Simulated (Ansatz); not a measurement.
# One input, then a changed one: TePb (zincblende type)

First run: DFT, PBEsol, PAW with Ansatz's default frozen-core files, scalar-relativistic (Ansatz 0.2.0).

Command: `ansatz run input.yaml --threads 1 --pin off --max-ram 2048MiB --backend cpu --events-out ev --progress --plain --runs-dir out` It took 10 s on 1 thread of Arm Neoverse V1, with other jobs on the host, peak memory 0.38 GiB.

```yaml
crystal:
  lattice:
    - [0.0, 3.2281702308, 3.2281702308]
    - [3.2281702308, 0.0, 3.2281702308]
    - [3.2281702308, 3.2281702308, 0.0]
  atoms:
    - { symbol: Pb, position: [0.0, 0.0, 0.0] }
    - { symbol: Te, position: [0.25, 0.25, 0.25] }
kpoints:
  mp_grid: { grid: [11, 11, 11] }
scf:
  occupations: { method: fermi_dirac, width: 0.1 }
hamiltonian:
  xc: pbesol
  pseudopotentials: { kind: paw }
output:
  forces: true
  stress: true
  eigenvalues: true
  populations: true
```

The cell comes from a relaxation on PAW files under the same functional, begun from a prototype that needn't be the stable phase.

This run: volume at 0.72 of the series' base cell.

It converges in 7 SCF iterations at a pressure of 17.24 GPa, cutoff 420 eV.

The input is then changed:

```diff
   occupations: { method: fermi_dirac, width: 0.1 }
+  initial_density: { chi_scale: 0.1 }
 hamiltonian:
```

Problem. What does the second run give?

Solution. It converges in 9 SCF iterations at a pressure of 17.24 GPa, cutoff 420 eV, free energy 0.0 meV/atom against the first run's.
